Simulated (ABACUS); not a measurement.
## CuI under changes of volume

One of the cells (27.401 Å³/atom); the others are scaled copies at fixed shape and fractional positions:

```xyz
4
Lattice="4.0902 0.0000 0.0000 0.0000 4.0902 0.0000 0.0000 0.0000 6.5515" Properties=species:S:1:pos:R:3 pbc="T T T"
I     0.0000    2.0451    4.8680
I     2.0451    0.0000    1.6835
Cu    0.0000    0.0000    0.0000
Cu    2.0451    2.0451    0.0000
```

Measurements of this composition are mostly on another form, of space group No. 216.

| Quantity | Value |
| --- | --- |
| Program | ABACUS 3.10.1 |
| Functional | LDA |
| Potentials or basis | GBRV ultrasoft 1.5 LDA |
| Cutoff | 544 eV |
| Density cutoff | 4354 eV |
| Basis | plane waves |
| k mesh | 5 × 5 × 3 |
| Occupations | fermi-dirac, width 0.05 eV |
| Spin | no spin polarisation |

| volume (Å³/atom) | energy over the lowest point (meV/atom) | pressure (GPa) | gap on the mesh (eV) | largest force (eV/Å) |
| --- | --- | --- | --- | --- |
| 25.757 | 0.00 | -0.5 | 1.50 | 0.119 |
| 26.305 | 3.82 | -1.8 | 1.46 | 0.092 |
| 26.853 | 11.10 | -2.7 | 1.42 | 0.281 |
| 27.401 | ? | ? | ? | ? |
| 27.949 | 34.40 | -4.3 | 1.36 | 0.611 |
| 28.497 | 49.67 | -4.8 | 1.33 | 0.753 |
| 29.045 | 66.98 | -5.4 | 1.30 | 0.887 |

Problem. What does the run at 27.401 Å³/atom give?

Solution. Energy over the lowest point 21.41 meV/atom; pressure -3.6 GPa; gap on the mesh 1.39 eV; largest force 0.454 eV/Å.

Worked out: A Birch-Murnaghan fit of order 3 (a polynomial in V^(-2/3)) to the other rows has its minimum at 25.50 Å³/atom, just outside them, with B0 = V·E''(V) = 57 GPa and B' = 5.2 at fixed shape and positions, which overstates the stiffness. It gives 21.42 meV/atom at 27.401 Å³/atom, against the run's 21.41, and -dE/dV = -3.4 GPa, against -3.6. A straight line through the other rows of the gap, of slope -1.64 eV per unit of ln V (its deformation potential), gives 1.39 eV, against the run's 1.39.

Energies are extrapolated to zero smearing.

Caveats: spin-orbit coupling is left out, which moves the levels of the heavy elements.
